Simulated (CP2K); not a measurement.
# PtSe2 (Sudovikovite) (P-3m1) in CP2K: equation of state, part 2 of 2

CP2K 2026.2.

## Step 5: Single point, PBEsol, 19.45 Å³/atom (volume scaled by 0.96)

File ptse2_eos.inp:

```
&GLOBAL
  PROJECT ptse2_eos
  RUN_TYPE ENERGY_FORCE
  PRINT_LEVEL LOW
&END GLOBAL
&FORCE_EVAL
  METHOD QS
  STRESS_TENSOR ANALYTICAL
  &DFT
    BASIS_SET_FILE_NAME BASIS_MOLOPT_UZH
    POTENTIAL_FILE_NAME POTENTIAL_UZH
    WFN_RESTART_FILE_NAME previous-RESTART.kp
    &MGRID
      CUTOFF 450
      REL_CUTOFF 60
      NGRIDS 4
    &END MGRID
    &QS
      METHOD GPW
      EPS_DEFAULT 1.0E-10
    &END QS
    &KPOINTS
      SCHEME MONKHORST-PACK 8 8 5
      GAMMA_CENTERED T
      SYMMETRY T
      SYMMETRY_BACKEND SPGLIB
    &END KPOINTS
    &SCF
      SCF_GUESS RESTART
      EPS_SCF 1.0E-6
      MAX_SCF 100
      ADDED_MOS 15
      CHOLESKY OFF
      EPS_EIGVAL 1.0E-7
      &DIAGONALIZATION ON
        ALGORITHM STANDARD
      &END DIAGONALIZATION
      &MIXING ON
        METHOD BROYDEN_MIXING
        ALPHA 0.4
        BETA 1.5
        NBUFFER 8
      &END MIXING
      &SMEAR ON
        METHOD FERMI_DIRAC
        ELECTRONIC_TEMPERATURE [K] 580.226
      &END SMEAR
    &END SCF
    &XC
      &XC_FUNCTIONAL
        &GGA_X_PBE_SOL
        &END GGA_X_PBE_SOL
        &GGA_C_PBE_SOL
        &END GGA_C_PBE_SOL
      &END XC_FUNCTIONAL
    &END XC
    &PRINT
      &KPOINTS ON
      &END KPOINTS
      &MULLIKEN ON
      &END MULLIKEN
      &MO ON
        ENERGIES T
        OCCUPATION_NUMBERS T
        &EACH
          QS_SCF 0
        &END EACH
        ADD_LAST NUMERIC
      &END MO
    &END PRINT
  &END DFT
  &SUBSYS
    &CELL
      A 3.6736695059 0.0000000000 0.0000000000
      B -1.8368347530 3.1814911172 0.0000000000
      C 0.0000000000 0.0000000000 4.9935862081
      PERIODIC XYZ
    &END CELL
    &COORD
      Pt  0.0000000000 0.0000000000 0.0000000000
      Se  1.8368347531 1.0604970390 3.7451896561
      Se  -0.0000000002 2.1209940782 1.2483965520
    &END COORD
    &KIND Pt
      BASIS_SET TZVP-MOLOPT-PBE-GTH-q18
      POTENTIAL GTH-PBE-q18
    &END KIND
    &KIND Se
      BASIS_SET TZVP-MOLOPT-PBE-GTH-q6
      POTENTIAL GTH-PBE-q6
    &END KIND
    &PRINT
      &ATOMIC_COORDINATES ON
      &END ATOMIC_COORDINATES
      &CELL ON
      &END CELL
    &END PRINT
  &END SUBSYS
  &PRINT
    &FORCES ON
    &END FORCES
    &STRESS_TENSOR ON
    &END STRESS_TENSOR
  &END PRINT
&END FORCE_EVAL
```

Potentials or basis: POTENTIAL_UZH Pt GTH-PBE-q18, Se GTH-PBE-q6; TZVP-MOLOPT-PBE-GTH basis.

Started as:

```bash
> OMP_NUM_THREADS=1 cp2k.psmp -i ptse2_eos.inp -o ptse2_eos.out
```

ptse2_eos.out:

```text

 CP2K| version string:                                       CP2K version 2026.2
 CP2K| Input file name                                             ptse2_eos.inp

 GLOBAL| Force Environment number                                              1
 GLOBAL| Basis set file name                                    BASIS_MOLOPT_UZH
 GLOBAL| Potential file name                                       POTENTIAL_UZH
 GLOBAL| MM Potential file name                                     MM_POTENTIAL
 GLOBAL| Coordinate file name                                      __STD_INPUT__
 GLOBAL| Method name                                                        CP2K
 GLOBAL| Project name                                                  ptse2_eos
 GLOBAL| Run type                                                   ENERGY_FORCE
 GLOBAL| FFT library                                                       FFTW3
[... 6 lines left out ...]
 GLOBAL| Total number of message passing processes                             1
 GLOBAL| Number of threads for this process                                    1
 GLOBAL| CPU model name                          Intel(R) Xeon(R) Platinum 8488C

 CELL| Volume [angstrom^3]:                                            58.363772
 CELL| Vector a [angstrom]:       3.674     0.000     0.000   |a| =     3.673670
 CELL| Vector b [angstrom]:      -1.837     3.181     0.000   |b| =     3.673670
 CELL| Vector c [angstrom]:       0.000     0.000     4.994   |c| =     4.993586
 CELL| Angle (b,c), alpha [degree]:                                    90.000000
 CELL| Angle (a,c), beta  [degree]:                                    90.000000
 CELL| Angle (a,b), gamma [degree]:                                   120.000000
 CELL| Numerically orthorhombic:                                              NO
 CELL| Periodicity                                                           XYZ

 CELL_REF| Volume [angstrom^3]:                                        58.363772
 CELL_REF| Vector a [angstrom     3.674     0.000     0.000   |a| =     3.673670
 CELL_REF| Vector b [angstrom    -1.837     3.181     0.000   |b| =     3.673670
 CELL_REF| Vector c [angstrom     0.000     0.000     4.994   |c| =     4.993586
 CELL_REF| Angle (b,c), alpha [degree]:                                90.000000
 CELL_REF| Angle (a,c), beta  [degree]:                                90.000000
 CELL_REF| Angle (a,b), gamma [degree]:                               120.000000
 CELL_REF| Numerically orthorhombic:                                          NO
 CELL_REF| Periodicity                                                       XYZ
[... 10 lines left out ...]

  Total number of            - Atomic kinds:                                   2
[... 128 lines left out ...]
  Total charge density on r-space grids:        0.0000008194
  Total charge density g-space grids:           0.0000008194

  Overlap energy of the core charge distribution:               0.00000001064922
  Self energy of the core charge distribution:               -222.50115366450544
  Core Hamiltonian energy:                                     49.58839259996436
  Hartree energy:                                              49.74095656697835
  Exchange-correlation energy:                                -15.76924144941068
  Electronic entropic energy:                                  -0.00021949929387
  Fermi energy:                                                 0.33278291088896

  Total energy:                                              -138.94126543567745
  Total energy (extrapolated to T->0):                       -138.94115568603053

 MO| EIGENVALUES AND OCCUPATION NUMBERS FOR K POINT 1
 MO|
 MO|  Index      Eigenvalue [a.u.]        Eigenvalue [eV]             Occupation
 MO|      1              -3.322546             -90.411085               2.000000
 MO|      2              -1.660424             -45.182444               2.000000
 MO|      3              -1.660275             -45.178386               2.000000
 MO|      4              -1.655713             -45.054254               2.000000
 MO|      5              -0.183770              -5.000624               2.000000
 MO|      6              -0.178289              -4.851487               2.000000
[... 498 lines left out ...]
 MO|     29               1.015755              27.640092               0.000000
 MO|     30               1.110417              30.215986               0.000000
 MO| Sum:                                                              30.000025
 MO| E(Fermi):            0.332783 a.u.          9.055484 eV

 [... the levels of further k-points ...]

 !-----------------------------------------------------------------------------!
                     Mulliken Population Analysis

 #  Atom  Element  Kind  Atomic population                           Net charge
       1     Pt       1         18.334394                             -0.334394
       2     Se       2          5.832803                              0.167197
       3     Se       2          5.832803                              0.167197
 # Total charge                             30.000000                 -0.000000

 !-----------------------------------------------------------------------------!

 ENERGY| Total FORCE_EVAL ( QS ) energy [hartree]           -138.941266182632518

 FORCES| Atomic forces [hartree/bohr]
 FORCES|   Atom     x               y               z               |f|
 FORCES|      1  8.90216051E-10 -1.97555859E-09 -1.13681967E-08   1.15728654E-08
 FORCES|      2 -7.86378639E-08  7.40481196E-08 -2.28151924E-02   2.28151924E-02
 FORCES|      3  7.77592754E-08 -7.20838176E-08  2.28152042E-02   2.28152042E-02
 FORCES| Sum     1.16275982E-11 -1.12566602E-11  4.48190152E-10
 FORCES| Total atomic force                                       4.48482247E-10

 STRESS| Analytical stress tensor [bar]
 STRESS|                        x                   y                   z
 STRESS|      x        1.25329731416E+05  -8.08332587261E-01  -5.10996682275E-03
 STRESS|      y       -8.08332587261E-01   1.25328777146E+05   1.72941116576E-01
 STRESS|      z       -5.10996682275E-03   1.72941116576E-01   8.27677085395E+04
 STRESS| 1/3 Trace                                             1.11142072367E+05
 STRESS| Determinant                                           1.30006732416E+15

 STRESS| Eigenvectors and eigenvalues of the analytical stress tensor [bar]
 STRESS|                        1                   2                   3
 STRESS| Eigenvalues   8.27677085388E+04   1.25328315634E+05   1.25330192929E+05
 STRESS|      x           0.000000119982      0.495821805504      0.868424284084
 STRESS|      y          -0.000004063362      0.868424284077     -0.495821805500
 STRESS|      z           0.999999999992      0.000003469232     -0.000002118899
```

Wall time 35 s (1 thread of Intel Xeon Platinum 8488C (Sapphire Rapids), shared host); peak memory 0.34 GiB.

What came out:

```yaml
Free_energy: -3780.7841 eV
Pressure: 11.1 GPa
Largest_force: 1.173 eV/Å
Band_gap_on_the_k_mesh: none (metal or under the smearing width)
Mulliken_charges: Pt -0.33; Se +0.17 e
```

Caveat: Mulliken charges move with the basis; the potentials were made for another functional, which shifts forces and pressure; the basis of atomic orbitals isn't converged, which shifts pressures, moduli and gaps.

## Step 6: Single point, PBEsol, 21.08 Å³/atom (volume scaled by 1.04)

Edit ptse2_eos.inp of step 5 so:

```diff
@@ -73,5 +73,5 @@
     &CELL
-      A 3.6736695059 0.0000000000 0.0000000000
-      B -1.8368347530 3.1814911172 0.0000000000
-      C 0.0000000000 0.0000000000 4.9935862081
+      A 3.7730056198 0.0000000000 0.0000000000
+      B -1.8865028099 3.2675187154 0.0000000000
+      C 0.0000000000 0.0000000000 5.1286129021
       PERIODIC XYZ
@@ -80,4 +80,4 @@
       Pt  0.0000000000 0.0000000000 0.0000000000
-      Se  1.8368347531 1.0604970390 3.7451896561
-      Se  -0.0000000002 2.1209940782 1.2483965520
+      Se  1.8865028101 1.0891729050 3.8464596766
+      Se  -0.0000000002 2.1783458104 1.2821532255
     &END COORD
```

Potentials or basis: POTENTIAL_UZH Pt GTH-PBE-q18, Se GTH-PBE-q6; TZVP-MOLOPT-PBE-GTH basis.

Started as:

```bash
> OMP_NUM_THREADS=1 cp2k.psmp -i ptse2_eos.inp -o ptse2_eos.out
```

It took 36 s on 1 thread of Intel Xeon Platinum 8488C (Sapphire Rapids), shared host; peak memory 0.37 GiB.

The run converged. Its results:

| Item | Value |
| --- | --- |
| Free energy | -3780.9289 eV |
| Pressure | -0.7 GPa |
| Largest force | 0.089 eV/Å |
| Band gap on the k mesh | none (metal or under the smearing width) |
| Mulliken charges | Pt -0.31; Se +0.16 e |

Caveat: Mulliken charges move with the basis; the potentials were made for another functional, which shifts forces and pressure; the basis of atomic orbitals isn't converged, which shifts pressures, moduli and gaps.

## Step 7: Single point, PBEsol, 19.05 Å³/atom (volume scaled by 0.94)

Edit ptse2_eos.inp of step 6 so:

```diff
@@ -73,5 +73,5 @@
     &CELL
-      A 3.7730056198 0.0000000000 0.0000000000
-      B -1.8865028099 3.2675187154 0.0000000000
-      C 0.0000000000 0.0000000000 5.1286129021
+      A 3.6479786689 0.0000000000 0.0000000000
+      B -1.8239893344 3.1592421997 0.0000000000
+      C 0.0000000000 0.0000000000 4.9586648823
       PERIODIC XYZ
@@ -80,4 +80,4 @@
       Pt  0.0000000000 0.0000000000 0.0000000000
-      Se  1.8865028101 1.0891729050 3.8464596766
-      Se  -0.0000000002 2.1783458104 1.2821532255
+      Se  1.8239893346 1.0530807331 3.7189986617
+      Se  -0.0000000001 2.1061614666 1.2396662206
     &END COORD
```

Started as:

```bash
> OMP_NUM_THREADS=1 cp2k.psmp -i ptse2_eos.inp -o ptse2_eos.out
```

Wall time 35 s (1 thread of Intel Xeon Platinum 8488C (Sapphire Rapids), shared host); peak memory 0.34 GiB.

It converged, with:

```yaml
Free_energy: -3780.6853 eV
Pressure: 15.0 GPa
Largest_force: 1.508 eV/Å
Band_gap_on_the_k_mesh: none (metal or under the smearing width)
Mulliken_charges: Pt -0.34; Se +0.17 e
```

Caveat: Mulliken charges move with the basis; the potentials were made for another functional, which shifts forces and pressure; the basis of atomic orbitals isn't converged, which shifts pressures, moduli and gaps.

## Step 8: Single point, PBEsol, 21.48 Å³/atom (volume scaled by 1.06)

Edit ptse2_eos.inp of step 7 so:

```diff
@@ -73,5 +73,5 @@
     &CELL
-      A 3.6479786689 0.0000000000 0.0000000000
-      B -1.8239893344 3.1592421997 0.0000000000
-      C 0.0000000000 0.0000000000 4.9586648823
+      A 3.7970381507 0.0000000000 0.0000000000
+      B -1.8985190754 3.2883314977 0.0000000000
+      C 0.0000000000 0.0000000000 5.1612801071
       PERIODIC XYZ
@@ -80,4 +80,4 @@
       Pt  0.0000000000 0.0000000000 0.0000000000
-      Se  1.8239893346 1.0530807331 3.7189986617
-      Se  -0.0000000001 2.1061614666 1.2396662206
+      Se  1.8985190755 1.0961104991 3.8709600803
+      Se  -0.0000000002 2.1922209986 1.2903200268
     &END COORD
```

Started as:

```bash
> OMP_NUM_THREADS=1 cp2k.psmp -i ptse2_eos.inp -o ptse2_eos.out
```

It took 33 s on 1 thread of Intel Xeon Platinum 8488C (Sapphire Rapids), shared host; peak memory 0.38 GiB.

The run converged. Its results:

```
Free energy            : -3780.9152 eV
Pressure               : -2.9 GPa
Largest force          : 0.129 eV/Å
Band gap on the k mesh : none (metal or under the smearing width)
Mulliken charges       : Pt -0.31; Se +0.15 e
```

Caveat: Mulliken charges move with the basis; the potentials were made for another functional, which shifts forces and pressure; the basis of atomic orbitals isn't converged, which shifts pressures, moduli and gaps.

## Step 9: Equation of state, PBEsol

Potentials or basis: POTENTIAL_UZH Pt GTH-PBE-q18, Se GTH-PBE-q6; TZVP-MOLOPT-PBE-GTH basis.

This step only gathers the single runs of the series.

What came out:

- Equilibrium volume: 20.96 Å³/atom
- Bulk modulus at fixed shape and positions: 125 GPa
- Pressure derivative of the bulk modulus: 4.8

Energy against volume, from the lowest point:
| volume (Å³/atom) | energy (meV/atom) |
| --- | --- |
| 19.049 | 81.19 |
| 19.455 | 48.26 |
| 19.860 | 24.61 |
| 20.265 | 9.26 |
| 20.671 | 1.33 |
| 21.076 | 0.00 |
| 21.481 | 4.58 |

Caveat: the cell was scaled at fixed shape and fractional positions, which overstates the stiffness of a crystal with free parameters, most of all of layers and chains; the potentials were made for another functional, which shifts forces and pressure; the basis of atomic orbitals isn't converged, which shifts pressures, moduli and gaps.
